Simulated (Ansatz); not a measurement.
# NiO: the cost of one run

Computed with Ansatz 0.2.0 (DFT PBE, scalar-relativistic, plane waves, PAW, unless a step's input says otherwise).

1 further run of the same task is left out (set aside as unsound or not needed).

### Step 1. The starting structure

Symmetry: Fm-3m, No. 225, cubic system. Conventional cell: a = 4.216 Å, b = 4.216 Å, c = 4.216 Å, α = 90.00°, β = 90.00°, γ = 90.00°. Ni (site symmetry m-3m) has 6 O at 2.11 Å as nearest neighbours. Around O (site symmetry m-3m) lie 6 Ni at 2.11 Å.

Structure file:

```
CELL_PARAMETERS angstrom
2.98141 0.00000 0.00000
-1.49071 2.58198 0.00000
0.00000 0.00000 7.30294
ATOMIC_POSITIONS crystal
Ni 0.00000 0.00000 0.00000
O 0.00000 0.00000 0.50000
Ni 0.33333 0.66667 0.33333
O 0.66667 0.33333 0.16667
Ni 0.66667 0.33333 0.66667
O 0.33333 0.66667 0.83333
```

### Step 2. Bulk in the cell of the (1 1 1) plane

Input file input.yaml:

```yaml
crystal:
  lattice:
    - [2.98141121, 0.0, 0.0]
    - [-1.490705605, 2.581977847, 0.0]
    - [0.0, 0.0, 7.3029361779]
  atoms:
    - { symbol: Ni, position: [0.0, 0.0, 0.0], spin: 1.6 }
    - { symbol: O, position: [1.0, 0.0, 0.5], spin: 0.32 }
    - { symbol: Ni, position: [0.3333333333, 0.6666666667, 0.3333333333], spin: 1.6 }
    - { symbol: O, position: [0.6666666667, 0.3333333333, 0.1666666667], spin: 0.32 }
    - { symbol: Ni, position: [0.6666666667, 0.3333333333, 0.6666666667], spin: 1.6 }
    - { symbol: O, position: [0.3333333333, 0.6666666667, 0.8333333333], spin: 0.32 }
basis:
  ecutwfc: 420
kpoints:
  mp_grid: { grid: [12, 12, 8] }
hamiltonian:
  xc: pbe
scf:
  occupations: { method: gaussian, width: 0.1 }
output:
  forces: true
  stress: true
  eigenvalues: true
  populations: true
magnetization:
  spin_polarized: true
```

Run with:

```
> ansatz run input.yaml --threads 2 --pin off --max-ram 5120MiB --backend cpu --events-out ev --progress --plain --runs-dir out
```

Q: Estimate wall time and peak memory on 2 threads of Intel Xeon 6975P-C (Granite Rapids), shared host.

About 18 s, with a peak of 0.8 GiB.
